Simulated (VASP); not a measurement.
# PbF₂: forms and broadenings of the independent-particle spectrum

PbF₂, Aea2 (no. 41), 6 atoms in the cell. PBE, independent-particle dielectric function; PAW potentials Pb_d, F (PBE set).

## Input

INCAR.step1:
```
  PREC = Accurate
  ENCUT = 460
  ISMEAR = 0
  SIGMA = 0.02
  EDIFF = 1E-8
  LASPH = T
  KPAR = 4
  LWAVE = F
  LCHARG = F
  LEPSILON = T
```

INCAR.step2, as INCAR.step1 but for:
```
- LWAVE = F
- LEPSILON = T
+ LWAVE = T
+ NBANDS = 92
```

INCAR.step3:
```
  PREC = Accurate
  ENCUT = 460
  ISMEAR = 0
  SIGMA = 0.02
  EDIFF = 1E-7
  LASPH = T
  KPAR = 4
  LWAVE = F
  LCHARG = F
  LOPTICS = T
  NBANDS = 92
  NEDOS = 2000
  CSHIFT = 0.1
  ALGO = None
  NELM = 1
  ISTART = 1
```

INCAR.step4, as INCAR.step3 but for:
```
+ LNABLA = T
```

INCAR.step5, as INCAR.step4 but for:
```
- LNABLA = T
+ LPEAD = T
+ IPEAD = 3
```

INCAR.step6, as INCAR.step5 but for:
```
- IPEAD = 3
+ IPEAD = 1
```

INCAR.step7 changes the same tag again: IPEAD = 4.

INCAR.step8, as INCAR.step7 but for:
```
- CSHIFT = 0.1
- LPEAD = T
- IPEAD = 4
+ CSHIFT = 0.3
```

INCAR.step9, as INCAR.step8 but for:
```
- CSHIFT = 0.3
+ CSHIFT = 0.5
```

INCAR.step10 changes the same tag again: CSHIFT = 0.03.

INCAR.step11, as INCAR.step10 but for:
```
- ISMEAR = 0
- CSHIFT = 0.03
+ ISMEAR = -5
+ CSHIFT = 0.1
```

INCAR.step12, as INCAR.step11 but for:
```
- ISMEAR = -5
- SIGMA = 0.02
+ ISMEAR = 0
+ SIGMA = 0.2
```

INCAR.step13, as INCAR.step12 but for:
```
- SIGMA = 0.2
+ SIGMA = 0.02
+ OMEGAMAX = 12
```

INCAR.step14, as INCAR.step13 but for:
```
- OMEGAMAX = 12
+ OMEGAMAX = 60
```

KPOINTS:
```
k-points
0
Gamma
  4 4 4
```

POSCAR:
```
PbF2
1.0
    6.0240560000      0.0000000000      0.0000000000
    0.0000000000      3.0020500000      3.0112850000
    0.0000000000     -3.0020500000      3.0112850000
Pb F
2 4
Direct
    0.0000000000      0.4774790000      0.4774790000
    0.5000000000      0.9774790000      0.9774790000
    0.2647730000      0.9586660000      0.4736080000
    0.7352270000      0.4736080000      0.9586660000
    0.2352270000      0.4586660000      0.9736080000
    0.7647730000      0.9736080000      0.4586660000
```

Commands (each step's output is kept before the next begins):
```
cat potpaw_PBE.64/Pb_d/POTCAR potpaw_PBE.64/F/POTCAR > POTCAR
cp INCAR.step1 INCAR
mpirun -np 4 vasp_std > vasp.out
rm WAVECAR CHG
cp INCAR.step2 INCAR
mpirun -np 4 vasp_std > vasp.out
cp INCAR.step3 INCAR
mpirun -np 4 vasp_std > vasp.out
cp INCAR.step4 INCAR
mpirun -np 4 vasp_std > vasp.out
cp INCAR.step5 INCAR
mpirun -np 4 vasp_std > vasp.out
cp INCAR.step6 INCAR
mpirun -np 4 vasp_std > vasp.out
cp INCAR.step7 INCAR
mpirun -np 4 vasp_std > vasp.out
cp INCAR.step8 INCAR
mpirun -np 4 vasp_std > vasp.out
cp INCAR.step9 INCAR
mpirun -np 4 vasp_std > vasp.out
cp INCAR.step10 INCAR
mpirun -np 4 vasp_std > vasp.out
cp INCAR.step11 INCAR
mpirun -np 4 vasp_std > vasp.out
cp INCAR.step12 INCAR
mpirun -np 4 vasp_std > vasp.out
cp INCAR.step13 INCAR
mpirun -np 4 vasp_std > vasp.out
cp INCAR.step14 INCAR
mpirun -np 4 vasp_std > vasp.out
```

## Result

- Direct gap on the mesh (eV): 4.53
- Gap on the mesh (eV): 4.40
- Bands: 92

One ground state, settings moved in the last step alone:

| Settings | ε at zero frequency | Mean energy of the absorption, weighted by Im ε (eV) | Time (s) |
|---|---|---|---|
| longitudinal form, CSHIFT 0.1 | 3.54 | 9.89 | 7 |
| transversal form (LNABLA) | 3.43 | 9.79 | 6 |
| finite differences (LPEAD), order 3 | 3.53 | 9.91 | 19 |
| finite differences (LPEAD), order 1 | 3.45 | 10.03 | 11 |
| finite differences (LPEAD), order 4 | 3.53 | 9.90 | 22 |
| CSHIFT 0.3 | 3.54 | 9.90 | 9 |
| CSHIFT 0.5 | 3.53 | 9.91 | 6 |
| CSHIFT 0.03 | 3.54 | 9.91 | 7 |
| tetrahedron method | 3.51 | 9.95 | 9 |
| SIGMA 0.2 | 3.54 | 9.89 | 8 |
| OMEGAMAX 12, which cuts the spectrum short | 2.95 | – | 6 |
| OMEGAMAX 60 | 3.54 | 9.89 | 6 |

The mean energy covers the spectrum up to 20 eV.

On the same mesh, density-functional perturbation theory with local fields gives ε = 3.27.

Limits: The 4×4×4 mesh is coarse for a spectrum: peaks stand apart that a denser mesh merges; spin-orbit coupling is left out, which can matter with atoms this heavy.

VASP 6.6.1 took 450 s on 4 cores (Intel Xeon Platinum 8259CL @ 2.50GHz (Skylake/Cascade Lake)), a shared host.
